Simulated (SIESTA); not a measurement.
GaN:

```
Ga N
1.0
     3.18000    0.00000    0.00000
    -1.59000    2.75396    0.00000
     0.00000    0.00000    5.16600
Ga N
2 2
Direct
  0.66667 0.33333 0.50000
  0.33333 0.66667 0.00000
  0.66667 0.33333 0.87500
  0.33333 0.66667 0.37500
```

Base run:

| Property | Result |
| --- | --- |
| Program | SIESTA 5.4.2 |
| Functional | LDA |
| Potentials or basis | PseudoDojo 0.4 standard (PBE files, fully relativistic) |
| Basis | DZP (energy shift 0.002 Ry; radii capped at 9.5 bohr) |
| Grid cutoff | 800 Ry |
| Energy shift | 0.002 Ry |
| k mesh | 8 × 8 × 4 |
| Occupations | fermi-dirac, width 0.05 eV |
| Spin | non-collinear spin, zero start, spin-orbit coupling |
| Starting moments | [[0.0, 0.0, 0.0], [0.0, 0.0, 0.0], [0.0, 0.0, 0.0], [0.0, 0.0, 0.0]] μB |

Its results: band gap on the k mesh 1.79 eV, direct; pressure 0.4 GPa; net moment 0.00 μB per cell; largest force 0.112 eV/Å.

Q: The run is repeated on the same cell with these changes: functional from LDA to PBE. What comes out?

A: Band gap on the k mesh 1.99 eV, direct; pressure 11.3 GPa; net moment 0.00 μB per cell; largest force 0.131 eV/Å.

PBE binds less tightly than LDA, so the same cell stands under more pressure.

Caveats: semicore shells carry a single zeta, which can move pressures by several GPa and volumes by a few percent; the basis of atomic orbitals isn't converged, which shifts pressures, moduli and gaps; the potentials were made for another functional, which shifts forces and pressure (some runs).

Not every run made on this cell is shown here.
